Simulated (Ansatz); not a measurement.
# Rh: the cost of one run

Method: DFT PBE, scalar-relativistic, plane waves, PAW, in Ansatz 0.2.0.

### 1 The starting structure

It takes space group Fm-3m (No. 225, cubic). Conventional cell: a = 3.803 Å, b = 3.803 Å, c = 3.803 Å, α = 90.00°, β = 90.00°, γ = 90.00°. Rh (site symmetry m-3m) is surrounded by 12 Rh at 2.69 Å.

As a file:

```xyz
1
Lattice="0.0000 1.9016 1.9016 1.9016 0.0000 1.9016 1.9016 1.9016 0.0000" Properties=species:S:1:pos:R:3 pbc="T T T"
Rh    0.0000    0.0000    0.0000
```

No relaxation comes first: the listed cell is the starting point.

### 2 The reference cell

Reference values: F = -6402.8915 eV; pressure 5.82 GPa; largest force 0.000 eV/Å; gap on the mesh none (metal). It was computed beforehand with the settings of the runs below.

### 3 Next: a two-dimensional strain map

The cell is strained by p along both x and y and by q along z, with fractional coordinates fixed.

### 4 At p = -0.050, q = -0.050

The input, input.yaml:

```yaml
crystal:
  lattice:
    - [0.0, 1.8064725, 1.8064725]
    - [1.8064725, 0.0, 1.8064725]
    - [1.8064725, 1.8064725, 0.0]
  atoms:
    - { symbol: Rh, position: [0.0, 0.0, 0.0] }
basis:
  ecutwfc: 420
kpoints:
  mp_grid: { grid: [22, 22, 22] }
hamiltonian:
  xc: pbe
scf:
  occupations: { method: gaussian, width: 0.15 }
output:
  forces: true
  stress: true
  eigenvalues: true
```

Launch:

```sh
ansatz run input.yaml --threads 1 --pin off --max-ram 2560MiB --backend cpu --events-out ev --progress --plain --runs-dir out
```

What time and memory should one allow on 1 thread of Intel Xeon Platinum 8488C (Sapphire Rapids), shared host?

About 1.9 s, with a peak of 0.39 GiB.
